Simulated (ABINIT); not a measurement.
# RbBr (Fm-3m): G0W0 with ABINIT, start to end, part 2 of 3

How does a plane-wave GW calculation on RbBr (Fm-3m) run from the first input to the gap?

ABINIT 10.8.3; PBE and many-body steps on it, plane waves. Known limits of the many-body steps: not at the basis limit; no spin-orbit coupling.

So far. Step 2 (Ground state): The gap is direct, at Γ.

The database entry behind the starting cell differs from later determinations by our own check (about 0.5 % short), so it need not match the best structure at ambient conditions.

## 3. Bands along the symmetry lines

Level of this step: DFT, PBE, plane waves, norm-conserving pseudopotentials (ABINIT).

Levels along a band path, at the cheap level, show where the edges lie and whether the meshes to come will hold them.

Input file run.abi:

```
acell 3*1.0 Angstrom
rprim 
  0.000000000000 3.427000000000 3.427000000000
  3.427000000000 0.000000000000 3.427000000000
  3.427000000000 3.427000000000 -0.000000000000
ntypat 2
znucl 37 35
natom 2
typat 1 2
xred 
  0.000000000000 0.000000000000 0.000000000000
  0.500000000000 0.500000000000 0.500000000000
pp_dirpath "pseudos"
pseudos "Rb.upf, Br.upf"
ecut 19
iscf -2
irdden 1
kptopt 0
nkpt 50
kpt 
  0.00000000 0.00000000 0.00000000
  0.06250000 0.00000000 0.06250000
  0.12500000 0.00000000 0.12500000
  0.18750000 0.00000000 0.18750000
  0.25000000 0.00000000 0.25000000
  0.31250000 0.00000000 0.31250000
  0.37500000 0.00000000 0.37500000
  0.43750000 0.00000000 0.43750000
  0.50000000 0.00000000 0.50000000
  0.51562500 0.03125000 0.51562500
  0.53125000 0.06250000 0.53125000
  0.54687500 0.09375000 0.54687500
  0.56250000 0.12500000 0.56250000
  0.57812500 0.15625000 0.57812500
  0.59375000 0.18750000 0.59375000
  0.60937500 0.21875000 0.60937500
  0.62500000 0.25000000 0.62500000
  0.37500000 0.37500000 0.75000000
  0.32812500 0.32812500 0.65625000
  0.28125000 0.28125000 0.56250000
  0.23437500 0.23437500 0.46875000
  0.18750000 0.18750000 0.37500000
  0.14062500 0.14062500 0.28125000
  0.09375000 0.09375000 0.18750000
  0.04687500 0.04687500 0.09375000
  0.00000000 0.00000000 0.00000000
  0.06250000 0.06250000 0.06250000
  0.12500000 0.12500000 0.12500000
  0.18750000 0.18750000 0.18750000
  0.25000000 0.25000000 0.25000000
  0.31250000 0.31250000 0.31250000
  0.37500000 0.37500000 0.37500000
  0.43750000 0.43750000 0.43750000
  0.50000000 0.50000000 0.50000000
  0.50000000 0.46875000 0.53125000
  0.50000000 0.43750000 0.56250000
  0.50000000 0.40625000 0.59375000
  0.50000000 0.37500000 0.62500000
  0.50000000 0.34375000 0.65625000
  0.50000000 0.31250000 0.68750000
  0.50000000 0.28125000 0.71875000
  0.50000000 0.25000000 0.75000000
  0.50000000 0.21875000 0.71875000
  0.50000000 0.18750000 0.68750000
  0.50000000 0.15625000 0.65625000
  0.50000000 0.12500000 0.62500000
  0.50000000 0.09375000 0.59375000
  0.50000000 0.06250000 0.56250000
  0.50000000 0.03125000 0.53125000
  0.50000000 0.00000000 0.50000000
istwfk *1
nband 15
nbdbuf 2
tolwfr 1e-08
nstep 40
prtwf 0
prtvol 0
indata_prefix "in"
outdata_prefix "out"
tmpdata_prefix "tmp"
```

Run with:

```sh
$ OMP_NUM_THREADS=1 mpirun -n 4 abinit run.abi > log
```

Numbers of over 12 decimals in the logs are rounded to 6 here.

Log:

```text
.Version 10.8.3 of ABINIT. v10.8.2 released Aug 2026.

 Symmetries : space group Fm -3 m (#225); Bravais cF (face-center cubic)
[... echo of the input left out ...]
== DATASET  1 ==================================================================
-   mpi_nproc: 4, omp_nthreads: 1 (-1 if OMP is not activated)

--- !DatasetInfo
iteration_state: {dtset: 1, }
dimensions: {natom: 2, nkpt: 50, mband: 15, nsppol: 1, nspinor: 1, nspden: 1, mpw: 2180, }
cutoff_energies: {ecut:  19.0, pawecutdg:  -1.0, }
electrons: {nelect:   1.60000000E+01, charge:   0.00000000E+00, occopt:   1.00000000E+00, tsmear:   1.00000000E-02, }

 Real(R)+Recip(G) space primitive vectors, cartesian coordinates (Bohr,Bohr^-1):
 R(1)=  0.0000000  6.4760914  6.4760914  G(1)= -0.0772071  0.0772071  0.0772071
 R(2)=  6.4760914  0.0000000  6.4760914  G(2)=  0.0772071 -0.0772071  0.0772071
 R(3)=  6.4760914  6.4760914  0.0000000  G(3)=  0.0772071  0.0772071 -0.0772071
 Unit cell volume ucvol=  5.4321144E+02 bohr^3
 Angles (23,13,12)=  6.00000000E+01  6.00000000E+01  6.00000000E+01 degrees

 getcut: wavevector=  0.0000  0.0000  0.0000  ngfft=  36  36  36
         ecut(hartree)=     19.000   => boxcut(ratio)=   2.00324

--- Pseudopotential description ------------------------------------------------
- Rb Generated using ONCVPSP code by D. R. Hamann
- 37.00000   9.00000  171031                  znucl, zion, pspdat
12 -101130 2 -1 2308                          pspcod,pspxc,lmax,lloc,mmax
     nproj     2     2     2
  pspatm : epsatm=   34.45470878
         --- l  ekb(1:nproj) -->
             0    8.246201   -0.469081
             1    3.243116   -0.369397
             2   -1.026759    0.985281
 pspatm: atomic psp has been read  and splines computed

- Br Generated using ONCVPSP code by D. R. Hamann
- 35.00000   7.00000  171031                  znucl, zion, pspdat
12 -101130 2 -1 1098                          pspcod,pspxc,lmax,lloc,mmax
     nproj     2     2     2
  pspatm : epsatm=   11.64859065
         --- l  ekb(1:nproj) -->
[...]
pspatm: atomic psp has been read  and splines computed

--------------------------------------------------------------------------------

================================================================================
 prteigrs : about to open file out_EIG
 Non-SCF case, kpt    1 (  0.00000  0.00000  0.00000), residuals and eigenvalues=
  1.84E-09  3.21E-09  1.82E-09  5.89E-09  4.90E-09  1.92E-09  1.94E-09  3.79E-09
  8.28E-09  7.50E-09  9.35E-10  2.63E-09  1.12E-09  5.88E-09  1.02E-08
 -9.3590E-01 -4.8605E-01 -3.5047E-01 -3.5047E-01 -3.5047E-01 -3.8280E-02
 -3.8280E-02 -3.8280E-02  1.2208E-01  2.2944E-01  2.2944E-01  2.2944E-01
[...]
Non-SCF case, kpt    2 (  0.06250  0.00000  0.06250), residuals and eigenvalues=
  1.74E-09  1.78E-09  1.71E-09  5.78E-09  1.33E-09  5.87E-09  1.38E-09  5.68E-09
[...]
4.97E-09  6.57E-09  3.75E-09  3.05E-09  5.90E-09  9.64E-09  1.44E-09  6.43E-09
  4.56E-09  1.43E-09  1.55E-09  6.12E-09  9.22E-09  9.10E-09  9.82E-06
[...]
Non-SCF case, kpt   49 (  0.50000  0.03125  0.53125), residuals and eigenvalues=
[...]
Non-SCF case, kpt   50 (  0.50000  0.00000  0.50000), residuals and eigenvalues=
[...]
-9.3547E-01 -4.8409E-01 -3.5718E-01 -3.5312E-01 -3.5312E-01 -5.5652E-02
 -4.4118E-02 -4.4118E-02  1.6807E-01  2.2384E-01  2.9994E-01  3.0018E-01
[...]
--- !ResultsGS
iteration_state: {dtset: 1, }
comment   : Summary of ground state results
lattice_vectors:
- [  0.0000000,   6.4760914,   6.4760914, ]
- [  6.4760914,   0.0000000,   6.4760914, ]
- [  6.4760914,   6.4760914,  -0.0000000, ]
lattice_lengths: [   9.15858,    9.15858,    9.15858, ]
lattice_angles: [ 60.000,  60.000,  60.000, ] # degrees, (23, 13, 12)
lattice_volume:   5.4321144E+02
convergence: {deltae:  0.000E+00, res2:  0.000E+00, residm:  9.895E-09, diffor:  0.000E+00, }
etotal    :  -4.29380900E+01
entropy   :   0.00000000E+00
fermie    :  -3.82805169E-02
cartesian_stress_tensor: null
pressure_GPa: null
xred      :
- [  0.0000E+00,   0.0000E+00,   0.0000E+00, Rb]
- [  5.0000E-01,   5.0000E-01,   5.0000E-01, Br]
cartesian_forces: null
force_length_stats: {min: null, max: null, mean: null, }

 Integrated electronic density in atomic spheres:
 ------------------------------------------------
 Atom  Sphere_radius  Integrated_density
[...]
================================================================================

 ----iterations are completed or convergence reached----

 Mean square residual over all n,k,spin=   46.489E-10; max=  98.950E-10
 reduced coordinates (array xred) for    2 atoms
       0.000000000000      0.000000000000      0.000000000000
       0.500000000000      0.500000000000      0.500000000000

 cartesian coordinates (angstrom) at end:
    1      0.000000     0.000000     0.000000
    2      3.427000     3.427000     3.427000
 length scales=  1.889726125908  1.889726125908  1.889726125908 bohr
              =  1.000000000000  1.000000000000  1.000000000000 angstroms
 prteigrs : about to open file out_EIG
 Eigenvalues (hartree) for nkpt=  50  k points:
 kpt#   1, nband= 15, wtk=  1.00000, kpt=  0.0000  0.0000  0.0000 (reduced coord)
[...]
kpt#   2, nband= 15, wtk=  1.00000, kpt=  0.0625  0.0000  0.0625 (reduced coord)
[...]
kpt#   3, nband= 15, wtk=  1.00000, kpt=  0.1250  0.0000  0.1250 (reduced coord)
[...]
kpt#  49, nband= 15, wtk=  1.00000, kpt=  0.5000  0.0313  0.5313 (reduced coord)
  -0.93547   -0.48413   -0.35714   -0.35316   -0.35299   -0.05558   -0.04460   -0.04428
   0.16902    0.22510    0.29774    0.30111    0.30793    0.35988    0.36087
 kpt#  50, nband= 15, wtk=  1.00000, kpt=  0.5000  0.0000  0.5000 (reduced coord)
  -0.93547   -0.48409   -0.35718   -0.35312   -0.35312   -0.05565   -0.04412   -0.04412
   0.16807    0.22384    0.29994    0.30018    0.30871    0.35982    0.35982

== END DATASET(S) ==============================================================
================================================================================

 -outvars: echo values of variables after computation  --------
            nband          15
             nkpt          50
          spgroup         225
 [... the other variables as echoed above ...]

 Calculation completed.
```

The job ended after 6.7 s (4 MPI ranks of Arm Neoverse V2, shared host; peak memory 0.31 GiB).

This step gave:

```
gap                        : 4.364 eV
k of the valence top       : 0, 0, 0
k of the conduction bottom : 0, 0, 0
least direct gap           : 4.364 eV
```

The gap is 4.364 eV, as in the run before at this level.

The electronic bands at the labelled points (eV, zero at the top of the highest filled band; v1 is the highest filled band, c1 the lowest empty one):

```tsv
point	v4	v3	v2	v1	c1	c2	c3	c4
Γ	-8.50	0.00	0.00	0.00	4.36	7.29	7.29	7.29
halfway	-8.49	-0.60	-0.10	-0.10	5.72	6.25	8.62	8.76
X	-8.57	-0.47	-0.16	-0.16	5.62	7.13	9.20	9.21
halfway	-8.56	-0.46	-0.26	-0.19	5.82	7.40	8.82	9.28
U	-8.53	-0.49	-0.41	-0.26	6.35	8.13	8.16	8.86
jump to K	-8.53	-0.49	-0.41	-0.26	6.35	8.13	8.16	8.86
halfway	-8.46	-0.67	-0.28	-0.15	6.03	6.98	8.06	8.80
Γ	-8.50	0.00	0.00	0.00	4.36	7.29	7.29	7.29
halfway	-8.47	-0.56	-0.18	-0.18	5.63	7.15	8.01	8.01
L	-8.45	-0.99	-0.35	-0.35	6.82	7.72	9.49	9.49
halfway	-8.48	-0.76	-0.35	-0.33	6.98	7.42	8.88	9.00
W	-8.48	-0.49	-0.35	-0.35	7.09	7.09	8.27	8.62
halfway	-8.52	-0.44	-0.33	-0.22	6.02	7.60	8.43	9.14
X	-8.57	-0.47	-0.16	-0.16	5.62	7.13	9.20	9.21
```

The electronic bands as a text plot (rows in eV, shown from -8.0 to 8.2 only):

```
    7.8 |+ +++          ++++    +++++ ++   ++   ++++++      ++
    7.2 |++++      +++++    ++++++++++++++++++++  ++++++++++  +++
    6.5 |    ++++++      +++  ++               +++         ++
    5.8 |     +++++++++++       +           +++              ++++
    5.1 |  +++                   ++++      +
    4.5 |++                          ++++++
    3.8 |
    3.1 |
    2.4 |
    1.8 |
    1.1 |
    0.4 |
   -0.2 |********************************************************
   -0.9 |     ****         ******            ***********
   -1.6 |
   -2.3 |
   -2.9 |
   -3.6 |
   -4.3 |
   -5.0 |
   -5.6 |
   -6.3 |
   -7.0 |
   -7.7 |
         Γ           X  U|K            Γ         L        W     X
```

## 4. Empty states on the mesh, 4×4×4 mesh, 69 bands

The sums over transitions need many empty states on a uniform mesh; this step solves for them.

Input file run.abi:

```
acell 3*1.0 Angstrom
rprim 
  0.000000000000 3.427000000000 3.427000000000
  3.427000000000 0.000000000000 3.427000000000
  3.427000000000 3.427000000000 -0.000000000000
ntypat 2
znucl 37 35
natom 2
typat 1 2
xred 
  0.000000000000 0.000000000000 0.000000000000
  0.500000000000 0.500000000000 0.500000000000
pp_dirpath "pseudos"
pseudos "Rb.upf, Br.upf"
ecut 19
ngkpt 4 4 4
nshiftk 1
shiftk 0 0 0
kptopt 1
chksymbreak 0
irdden 1
istwfk *1
nband 69
prtvol 0
optdriver 6
gwr_task "HDIAGO"
paral_kgb 0
occopt 1
indata_prefix "in"
outdata_prefix "out"
tmpdata_prefix "tmp"
```

Log:

```text
[banner, memory and clock lines left out]
.Version 10.8.3 of ABINIT. v10.8.2 released Aug 2026.

 Symmetries : space group Fm -3 m (#225); Bravais cF (face-center cubic)
[... echo of the input left out ...]
== DATASET  1 ==================================================================
-   mpi_nproc: 4, omp_nthreads: 1 (-1 if OMP is not activated)

--- !DatasetInfo
iteration_state: {dtset: 1, }
dimensions: {natom: 2, nkpt: 8, mband: 69, nsppol: 1, nspinor: 1, nspden: 1, mpw: 2180, }
cutoff_energies: {ecut:  19.0, pawecutdg:  -1.0, }
electrons: {nelect:   1.60000000E+01, charge:   0.00000000E+00, occopt:   1.00000000E+00, tsmear:   1.00000000E-02, }

.Using double precision arithmetic; gwpc =  8

- Reading GS density from: in_DEN

--- Pseudopotential description ------------------------------------------------
- Rb Generated using ONCVPSP code by D. R. Hamann
- 37.00000   9.00000  171031                  znucl, zion, pspdat
12 -101130 2 -1 2308                          pspcod,pspxc,lmax,lloc,mmax
     nproj     2     2     2
  pspatm : epsatm=   34.45470878
         --- l  ekb(1:nproj) -->
             0    8.246201   -0.469081
             1    3.243116   -0.369397
             2   -1.026759    0.985281
 pspatm: atomic psp has been read  and splines computed

- Br Generated using ONCVPSP code by D. R. Hamann
- 35.00000   7.00000  171031                  znucl, zion, pspdat
12 -101130 2 -1 1098                          pspcod,pspxc,lmax,lloc,mmax
     nproj     2     2     2
  pspatm : epsatm=   11.64859065
         --- l  ekb(1:nproj) -->
             0    8.455549    0.878460
             1    5.292495    0.880691
             2    2.589748    0.385882
 pspatm: atomic psp has been read  and splines computed

   7.37652791E+02                                ecore*ucvol(ha*bohr**3)

 Total charge density [el/Bohr^3]
)     Maximum=    3.1531E-01  at reduced coord.    0.1111    0.8889    0.9722
)     Minimum=    6.3750E-04  at reduced coord.    0.2500    0.2500    0.2500
   Integrated=    1.6000E+01

 === KS gaps after direct diagonalization ===
 Direct band gap semiconductor
 Fundamental gap:     4.364 (eV)
   VBM:    -1.042 (eV) at k: [ 0.0000E+00,  0.0000E+00,  0.0000E+00]
   CBM:     3.322 (eV) at k: [ 0.0000E+00,  0.0000E+00,  0.0000E+00]
 Direct gap:         4.364 (eV) at k: [ 0.0000E+00,  0.0000E+00,  0.0000E+00]

== END DATASET(S) ==============================================================

 -outvars: echo values of variables after computation  --------
           etotal      0.0000000000E+00
            nband          69
             nkpt           8
          spgroup         225
 [... the other variables as echoed above ...]

 Calculation completed.
```

Run time: 14 s. Hardware: 4 MPI ranks; peak memory 1.3 GiB.

Numbers from this step:

* gap: 4.364 eV
* k of the valence top: 0, 0, 0
* k of the conduction bottom: 0, 0, 0
* least direct gap: 4.364 eV
* k points computed: 8
* lowest point of the top converged band, above the valence top: 38.05 eV

On this mesh the gap is 4.364 eV.

## 5. Screening, 4×4×4 mesh, 61 bands, screening to 106.1 eV

The RPA dielectric matrix is built and inverted for each q.

This step: RPA screening on PBE, plane waves, norm-conserving pseudopotentials.

Edit run.abi of step 4 so:

```diff
@@ -20,10 +20,11 @@
 chksymbreak 0
-irdden 1
 istwfk *1
-nband 69
-prtvol 0
-optdriver 6
-gwr_task "HDIAGO"
-paral_kgb 0
 occopt 1
+irdwfk 1
+optdriver 3
+nband 61
+ecuteps 3.9
+inclvkb 2
+awtr 1
+symchi 1
 indata_prefix "in"
```

Log:

```text
.Version 10.8.3 of ABINIT. v10.8.2 released Aug 2026.

 Symmetries : space group Fm -3 m (#225); Bravais cF (face-center cubic)
[... echo of the input left out ...]
== DATASET  1 ==================================================================
-   mpi_nproc: 4, omp_nthreads: 1 (-1 if OMP is not activated)

--- !DatasetInfo
iteration_state: {dtset: 1, }
dimensions: {natom: 2, nkpt: 8, mband: 61, nsppol: 1, nspinor: 1, nspden: 1, mpw: 2180, }
cutoff_energies: {ecut:  19.0, pawecutdg:  -1.0, }
electrons: {nelect:   1.60000000E+01, charge:   0.00000000E+00, occopt:   1.00000000E+00, tsmear:   1.00000000E-02, }

 SCREENING: Calculation of the susceptibility and dielectric matrices

 Based on a program developped by R.W. Godby, V. Olevano, G. Onida, and L. Reining.
 Incorporated in ABINIT by V. Olevano, G.-M. Rignanese, and M. Torrent.
.Using double precision arithmetic ; gwpc =  8

[... cell and pseudopotentials left out ...]
--------------------------------------------------------------------------------

 ==== K-mesh for the wavefunctions ====
 Number of points in the irreducible wedge :     8
[... list of points left out ...]
 Together with 48 symmetry operations and time-reversal symmetry
 yields    64 points in the full Brillouin Zone.

 ==== Q-mesh for the screening function ====
 Number of points in the irreducible wedge :     8
[... list of points left out ...]
 Together with 48 symmetry operations and time-reversal symmetry
 yields    64 points in the full Brillouin Zone.

 setmesh: FFT mesh size selected  =    25x   25x   25
          total number of points  =        15625

 vcoul_init : cutoff-mode = AUXILIARY_FUNCTION
 q-points for optical limit:   1
     1)      0.000010    0.000020    0.000030

- screening: taking advantage of time-reversal symmetry
- Maximum band index for partially occupied states nbvw = 8
- Remaining bands to be divided among processors   nbcw = 53
- Number of bands treated by each node ~13

 Number of electrons calculated from density =   16.0000; Expected =   16.0000
 average of density, n =  0.029454
 r_s =    2.0087
 omega_plasma =   16.5551 [eV]

 calculating chi0 at frequencies [eV] :
  1    0.000000E+00    0.000000E+00
  2    0.000000E+00    1.655507E+01

--------------------------------------------------------------------------------
  q-point number  1        q = ( 0.000000, 0.000000, 0.000000) [r.l.u.]
--------------------------------------------------------------------------------
[... chi0 elements left out ...]
 For q-point:  0.000010 0.000020 0.000030
  dielectric constant =   2.3651
  dielectric constant without local fields =   2.8418

  Average fulfillment of the sum rule on Im[epsilon] for q-point    1 :     70.13  [%]
[... wings left out ...]
  q-point number  2        q = ( 0.250000, 0.000000, 0.000000) [r.l.u.]
--------------------------------------------------------------------------------
[... chi0 elements left out ...]
  Average fulfillment of the sum rule on Im[epsilon] for q-point    2 :     86.54  [%]

 [... 6 further q-points ...]
```

Run time: 6.3 s. Hardware: 4 MPI ranks; peak memory 0.53 GiB.

Numbers from this step:

```yaml
eps_infinity_with_local_fields_on_this_mesh_along_the_program_s_q_direction: 2.365
the_same_without_local_fields: 2.842
plasma_frequency: 16.56 eV
plane_waves_in_the_screening_matrix: 181
```

Local fields lower ε∞ by 17 %.

[end of part 2 of 3]

[Paths, hosts, dates, memory and timing lines, banners, echoed tables and standing remarks are left out of the program output.]

[Logs are printed without paths, hosts, clocks, repeated set-up lines and the standing remarks that a program may print on its own settings, such as how far it seeks lower states.]

[Runs of the session that timed out or met a known fault of the program may be left out.]

[Hosts, paths, dates, database ids (printed as entryN), source tags and the programs' standing remarks are cut or masked in the printed files.]

[G0W0 gaps are taken among the corrected bands and points alone; a level outside them can change the order at an edge.]

[Where Ansatz stands beside ABINIT at settings called matched, ABINIT's density can come from a denser mesh and the files from another edition; pairs whose starting gaps differed by over 0.03 eV were left out, so agreement reads better than it is.]
